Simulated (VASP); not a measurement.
# KTaO3 (Pm-3m) in VASP: further runs

Aim: see how the results for KTaO3 move with the level of theory and the settings. Levels: PBE+D3(BJ), PBE, LDA. Tasks: relaxation of cell and atoms.

All numbers are computed with VASP 6.6.1; they aren't measurements. Logs are shortened: lines on timing, memory, paths and dates and some standing lists are left out, and cuts for length are marked.

### 1 Starting point

Symmetry: Pm-3m, No. 221, cubic system. The conventional cell has a = 4.007 Å, b = 4.007 Å, c = 4.007 Å, α = 90.00°, β = 90.00°, γ = 90.00°. Around K (site symmetry m-3m) lie 12 O at 2.83 Å. Around Ta (site symmetry m-3m) lie 6 O at 2.00 Å. O (site symmetry 4/mmm) has 2 Ta at 2.00 Å as nearest neighbours.

### 2 Relaxation of cell and atoms, PBE+D3(BJ)

Contents of INCAR:

```
SYSTEM = KTaO3
PREC = Accurate
ENCUT = 600
EDIFF = 1E-7
ISMEAR = 0
SIGMA = 0.03
LREAL = .FALSE.
LASPH = .TRUE.
NELM = 80
ALGO = Normal
ISIF = 3
LWAVE = .FALSE.
LCHARG = .FALSE.
GGA = PE
IVDW = 12
IBRION = 2
NSW = 90
EDIFFG = -0.005
```

Contents of KPOINTS:

```
regular mesh
0
G
  8 8 8
  0 0 0
```

Contents of POSCAR:

```
KTaO3                                   
1.0
    4.0070192152      0.0000000000      0.0000000000
    0.0000000000      4.0070192152      0.0000000000
   -0.0000000000     -0.0000000000      4.0070192152
  K               Ta              O             
     1     1     3
Direct
     0.5000000000000000    0.5000000000000000    0.5000000000000000
     0.0000000000000000    0.0000000000000000    0.0000000000000000
     0.5000000000000000    0.0000000000000000    0.0000000000000000
     0.0000000000000000    0.5000000000000000    0.0000000000000000
     0.0000000000000000    0.0000000000000000    0.5000000000000000
```

Potentials or basis: VASP PAW PBE potentials, release 64 (K_sv, Ta_pv, O).

The run is started by

```
cat potpaw_PBE.64/K_sv/POTCAR potpaw_PBE.64/Ta_pv/POTCAR potpaw_PBE.64/O/POTCAR > POTCAR
mpirun -np 1 vasp_std > vasp.out
```

OUTCAR:

```text
SYSTEM = KTaO3
   PREC = Accurate
   ENCUT = 600
   EDIFF = 1E-7
   ISMEAR = 0
   LREAL = .FALSE.
   LASPH = .TRUE.
   NELM = 80
   ISIF = 3
   GGA = PE
   IVDW = 12
   IBRION = 2
   NSW = 90
   EDIFFG = -0.005
 IVDW          = 12

 ion  position               nearest neighbor table
   1  0.500  0.500  0.500-   3 2.83   4 2.83   5 2.83   3 2.83   4 2.83   3 2.83   5 2.83   3 2.83
                             4 2.83   5 2.83   4 2.83   5 2.83   2 3.47   2 3.47   2 3.47   2 3.47
   2  0.000  0.000  0.000-   3 2.00   4 2.00   5 2.00   5 2.00   4 2.00   3 2.00   1 3.47   1 3.47
                             1 3.47   1 3.47   1 3.47   1 3.47   1 3.47   1 3.47
   3  0.500  0.000  0.000-   2 2.00   2 2.00   1 2.83   1 2.83   1 2.83   1 2.83
   4  0.000  0.500  0.000-   2 2.00   2 2.00   1 2.83   1 2.83   1 2.83   1 2.83
   5  0.000  0.000  0.500-   2 2.00   2 2.00   1 2.83   1 2.83   1 2.83   1 2.83

  LATTYP: Found a simple cubic cell.
 ALAT       =     4.0070192152

  Lattice vectors:

 A1 = (   4.0070192152,   0.0000000000,   0.0000000000)
 A2 = (   0.0000000000,   4.0070192152,   0.0000000000)
 A3 = (   0.0000000000,   0.0000000000,   4.0070192152)

Analysis of symmetry for initial positions (statically):
=====================================================================
 Subroutine PRICEL returns:
 Original cell was already a primitive cell.

 Routine SETGRP: Setting up the symmetry group for a
 simple cubic supercell.

 Subroutine GETGRP returns: Found 48 space group operations
 (whereof 48 operations were pure point group operations)
 out of a pool of 48 trial point group operations.

The static configuration has the point symmetry O_h .

Analysis of symmetry for dynamics (positions and initial velocities):
=====================================================================
 Subroutine PRICEL returns:
 Original cell was already a primitive cell.

 Routine SETGRP: Setting up the symmetry group for a
 simple cubic supercell.

 Subroutine GETGRP returns: Found 48 space group operations
 (whereof 48 operations were pure point group operations)
 out of a pool of 48 trial point group operations.

The dynamic configuration has the point symmetry O_h .

 Subroutine INISYM returns: Found 48 space group operations
 (whereof 48 operations are pure point group operations),
 and found     1 'primitive' translations

----------------------------------------------------------------------------------------

                                     Primitive cell

  volume of cell :      64.3375

  direct lattice vectors                    reciprocal lattice vectors
     4.007019215  0.000000000  0.000000000     0.249562068  0.000000000  0.000000000
     0.000000000  4.007019215  0.000000000     0.000000000  0.249562068  0.000000000
     0.000000000  0.000000000  4.007019215     0.000000000  0.000000000  0.249562068

  length of vectors
     4.007019215  4.007019215  4.007019215     0.249562068  0.249562068  0.249562068

  position of ions in fractional coordinates (direct lattice)
     0.500000000  0.500000000  0.500000000
     0.000000000  0.000000000  0.000000000
     0.500000000  0.000000000  0.000000000
     0.000000000  0.500000000  0.000000000
     0.000000000  0.000000000  0.500000000

  ion indices of the primitive-cell ions
   primitive index   ion index
                 1           1
                 2           2
                 3           3
                 4           4
                 5           5

----------------------------------------------------------------------------------------

 KPOINTS: regular mesh

Automatic generation of k-mesh.
 Grid dimensions read from file:
 generate k-points for:    8    8    8

 Generating k-lattice:

  Cartesian coordinates                     Fractional coordinates (reciprocal lattice)
     0.031195258  0.000000000  0.000000000     0.125000000  0.000000000  0.000000000
     0.000000000  0.031195258  0.000000000     0.000000000  0.125000000  0.000000000
     0.000000000  0.000000000  0.031195258     0.000000000  0.000000000  0.125000000

  Length of vectors
     0.031195258  0.031195258  0.031195258

  Shift w.r.t. Gamma in fractional coordinates (k-lattice)
     0.000000000  0.000000000  0.000000000

 Subroutine IBZKPT returns following result:
 ===========================================

 Found     35 irreducible k-points:

 Following reciprocal coordinates:
            Coordinates               Weight
  0.000000  0.000000  0.000000      1.000000
  0.125000  0.000000  0.000000      6.000000
  0.250000  0.000000  0.000000      6.000000
  0.375000  0.000000  0.000000      6.000000
  0.500000  0.000000  0.000000      3.000000
  0.125000  0.125000  0.000000     12.000000
[... 16 lines left out ...]
  0.375000  0.375000  0.125000     24.000000
  0.500000  0.375000  0.125000     24.000000
 [... further k-points ...]
   k-points           NKPTS =     35   k-points in BZ     NKDIM =     35   number of bands    NBANDS=     23
   number of dos      NEDOS =    301   number of ions     NIONS =      5
   total plane-waves  NPLWV =  32768
   dimension x,y,z NGX =    32 NGY =   32 NGZ =   32
   dimension x,y,z NGXF=    64 NGYF=   64 NGZF=   64
   ions per type =               1   1   3
   NGX,Y,Z   is equivalent  to a cutoff of  13.28, 13.28, 13.28 a.u.
   NGXF,Y,Z  is equivalent  to a cutoff of  26.55, 26.55, 26.55 a.u.
 SYSTEM =  KTaO3
   PREC   = accura    normal or accurate (medium, high low for compatibility)
   ISTART =      0    job   : 0-new  1-cont  2-samecut
   ICHARG =      2    charge: 1-file 2-atom 10-const
   ISPIN  =      1    spin polarized calculation?
   LNONCOLLINEAR =      F non collinear calculations
   LSORBIT =      F    spin-orbit coupling
   LASPH  =      T    aspherical Exc in radial PAW
   ENCUT  =  600.0 eV  44.10 Ry    6.64 a.u.   8.00  8.00  8.00*2*pi/ulx,y,z
   NELM   =     80;   NELMIN=  2; NELMDL= -5     # of ELM steps
   EDIFF  = 0.1E-06   stopping-criterion for ELM
   LREAL  =      F    real-space projection
   EDIFFG = -.5E-02   stopping-criterion for IOM
   NSW    =     90    number of steps for IOM
   IBRION =      2    ionic relax: 0-MD 1-quasi-New 2-CG
   NFREE  =      1    steps in history (QN), initial steepest desc. (CG)
   ISIF   =      3    stress and relaxation
   ISYM   =      2    0-nonsym 1-usesym 2-fastsym
   POTIM  = 0.5000    time-step for ionic-motion
   TEBEG  =    0.0;   TEEND  =   0.0 temperature during run
   PSTRESS=    0.0 pullay stress
   NELECT =      38.0000    total number of electrons
   NUPDOWN=      -1.0000    fix difference up-down
   EMIN   =  10.00;   EMAX   =-10.00  energy-range for DOS
   EFERMI =   0.00;   METHOD = LEGACY
   ISMEAR =     0;   SIGMA  =   0.03  broadening in eV -4-tet -1-fermi 0-gaus
   EFERMI_NEDOS =   21; number of points for ismear=-14 and -15
   IALGO  =     38    algorithm
   IMIX   =      4    mixing-type and parameters
     AMIX     =   0.40;   BMIX     =  1.00
     AMIX_MAG =   1.60;   BMIX_MAG =  1.00
  volume/ion in A,a.u.               =      12.87        86.83
  Fermi-wavevector in a.u.,A,eV,Ry     =   1.373561  2.595654 25.669700  1.886670
  Thomas-Fermi vector in A             =   2.499067
   LORBIT       =      0    0 simple, 1 ext, 2 COOP (PROOUT), +10 PAW based schemes
   GGA     = PE    functional components
   LHFCALC =     F    Hartree Fock is set to
   AEXX    =    0.0000 exact exchange contribution
   IVDW    =    12    specifies the selected vdW correction
   LEPSILON=     F    determine dielectric tensor
   LRPA    =     F    only Hartree local field effects (RPA)
 conjugate gradient relaxation of ions
 non-spin polarized calculation
 Gauss-broadening in eV      SIGMA  =   0.03
  energy-cutoff  :      600.00
  volume of cell :       64.34
 maximum number of plane-waves:      2176
   NGX = 17   NGY = 17   NGZ = 17

 number of electron      37.9999998 magnetization

 Free energy of the ion-electron system (eV)
  ---------------------------------------------------
  ext. energy  EPLUGINS =         0.00000000
  ---------------------------------------------------
  free energy    TOTEN  =       -41.06494029 eV

  energy without entropy =      -41.06494029  energy(sigma->0) =      -41.06494029

 E-fermi :   1.8781     XC(G=0): -10.8006

 val. band max:        1.7045396924   @ k =   0.5000   0.5000   0.5000
 cond. band min:       3.8508543474   @ k =   0.0000   0.0000   0.0000
 fundamental gap:      2.1463146550
 Fermi energy:         1.8780666321

 k-point     1 :       0.0000    0.0000    0.0000
  band No.  band energies     occupation
      1     -32.4813      2.00000
      2     -32.4813      2.00000
      3     -32.4813      2.00000
      4     -25.6286      2.00000
      5     -15.7961      2.00000
      6     -15.0937      2.00000
[... 15 lines left out ...]
     22       3.8509      0.00000
     23       8.2199      0.00000

 k-point     2 :       0.1250    0.0000    0.0000
  band No.  band energies     occupation
      1     -32.4938      2.00000
      2     -32.4808      2.00000
      3     -32.4808      2.00000
      4     -25.6248      2.00000
      5     -15.7508      2.00000
      6     -15.0905      2.00000
[... 15 lines left out ...]
     22       4.3258      0.00000
     23       8.4550      0.00000

 k-point     3 :       0.2500    0.0000    0.0000
  band No.  band energies     occupation
      1     -32.5238      2.00000
      2     -32.4797      2.00000
      3     -32.4797      2.00000
      4     -25.6158      2.00000
      5     -15.6938      2.00000
      6     -15.0828      2.00000
[... 15 lines left out ...]
     22       5.3145      0.00000
     23       8.3911      0.00000
[... 495 lines left out ...]
 k-point    23 :       0.3750    0.3750    0.1250
  band No.  band energies     occupation
      1     -32.5497      2.00000
      2     -32.5494      2.00000
      3     -32.4882      2.00000
      4     -25.5916      2.00000
      5     -15.2331      2.00000
      6     -14.4602      2.00000
[... 15 lines left out ...]
     22       7.3897      0.00000
     23       9.8740      0.00000

 k-point    24 :       0.5000    0.3750    0.1250
  band No.  band energies     occupation
      1     -32.5616      2.00000
      2     -32.5489      2.00000
      3     -32.4877      2.00000
      4     -25.5894      2.00000
      5     -15.2095      2.00000
      6     -14.4398      2.00000
[... 15 lines left out ...]
     22       7.6786      0.00000
     23       9.8905      0.00000

 [... further k-points ...]

------------------------ aborting loop because EDIFF is reached ----------------------------------------

 Edisp (eV)   -1.16369

 E8    (eV) :    -0.5185

  FORCE on cell =-STRESS in cart. coord.  units (eV):
  Direction    XX          YY          ZZ          XY          YZ          ZX
  --------------------------------------------------------------------------------------
  -------------------------------------------------------------------------------------
  Total      -0.00792    -0.00792    -0.00792    -0.00000     0.00000    -0.00000
  in kB      -0.19724    -0.19724    -0.19724    -0.00000     0.00000    -0.00000
  external pressure =       -0.20 kB  Pullay stress =        0.00 kB

 VOLUME and BASIS-vectors are now :
 -----------------------------------------------------------------------------
  energy-cutoff  :      600.00
  volume of cell :       64.34
      direct lattice vectors                 reciprocal lattice vectors
     4.007019215  0.000000000  0.000000000     0.249562068  0.000000000  0.000000000
     0.000000000  4.007019215  0.000000000     0.000000000  0.249562068  0.000000000
     0.000000000  0.000000000  4.007019215     0.000000000  0.000000000  0.249562068

 POSITION                                       TOTAL-FORCE (eV/Angst)
 -----------------------------------------------------------------------------------
      2.00351      2.00351      2.00351         0.000000      0.000000      0.000000
      0.00000      0.00000      0.00000         0.000000      0.000000      0.000000
      2.00351      0.00000      0.00000         0.000000      0.000000      0.000000
      0.00000      2.00351      0.00000         0.000000      0.000000      0.000000
      0.00000      0.00000      2.00351         0.000000      0.000000      0.000000
 -----------------------------------------------------------------------------------
    total drift:                                0.000000      0.000000     -0.000000

  FREE ENERGIE OF THE ION-ELECTRON SYSTEM (eV)
  ---------------------------------------------------
  free  energy   TOTEN  =       -42.2286328117 eV

  energy  without entropy=      -42.2286328117  energy(sigma->0) =      -42.22863281

 reached required accuracy - stopping structural energy minimisation
```

Run time: 20 s. Hardware: 1 thread of Intel Xeon 6975P-C (Granite Rapids), shared host; peak memory 0.23 GiB.

What came out:

| Quantity | Value |
| --- | --- |
| Free energy | -42.2286 eV |
| Pressure after relaxing | 0.0 GPa |
| Band gap on the k mesh | 2.15 eV, indirect (least direct gap 2.77 eV) |
| Dispersion energy per atom | -0.233 eV |

Final structure:
```cif
data_structure
_symmetry_space_group_name_H-M 'P 1'
_symmetry_Int_Tables_number 1
_cell_length_a 4.0070
_cell_length_b 4.0070
_cell_length_c 4.0070
_cell_angle_alpha 90.000
_cell_angle_beta 90.000
_cell_angle_gamma 90.000
_cell_volume 64.34
loop_
_atom_site_label
_atom_site_type_symbol
_atom_site_fract_x
_atom_site_fract_y
_atom_site_fract_z
_atom_site_occupancy
K1 K 0.50000 0.50000 0.50000 1
Ta1 Ta 0.00000 0.00000 0.00000 1
O1 O 0.50000 0.00000 0.00000 1
O2 O 0.00000 0.50000 0.00000 1
O3 O 0.00000 0.00000 0.50000 1
```

Caveat: the relaxation stopped at its first step, so nothing moved; spin-orbit coupling is left out, which moves the levels of the heavy elements. A k mesh can miss the band edges.

(Continued in part 2 of 2.)
